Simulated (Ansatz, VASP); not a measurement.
# One calculation of ZnSe, two programs

```
Zn Se
1.0
     0.00000    2.83380    2.80546
     2.83380    0.00000    2.80546
     2.83380    2.83380    0.00000
Zn Se
1 1
Direct
  0.00000 0.00000 0.00000
  0.75000 0.75000 0.75000
```

Change from the starting cell: zz strain of -1 %, crystal datasets.

Alike in both runs: task electric field gradients; functional LDA; k mesh 8 × 8 × 8; occupations fermi-dirac, width 0.03 eV; no spin polarisation.

|  | VASP | Ansatz |
| --- | --- | --- |
| version | VASP 6.6.1 | Ansatz 0.2.0 |
| potentials or method | VASP PAW LDA potentials, release 64 (Zn, Se), cutoff 520 eV | all-electron PAW with datasets made for the crystal, scalar-relativistic |

|  | VASP | Ansatz | Ansatz less VASP |
| --- | --- | --- | --- |
| pressure (GPa) | -2.5 | -2.8 | -0.30 |
| largest component of the traceless stress (GPa) | 0.26 | 0.26 | +0.001 |
| Vzz of the field gradient on the site that differs most (V/Å²) | -4.2 | -4.3 | -0.17 |

Ansatz ran all-electron here, so the differences hold the error of VASP's frozen core and of both bases.
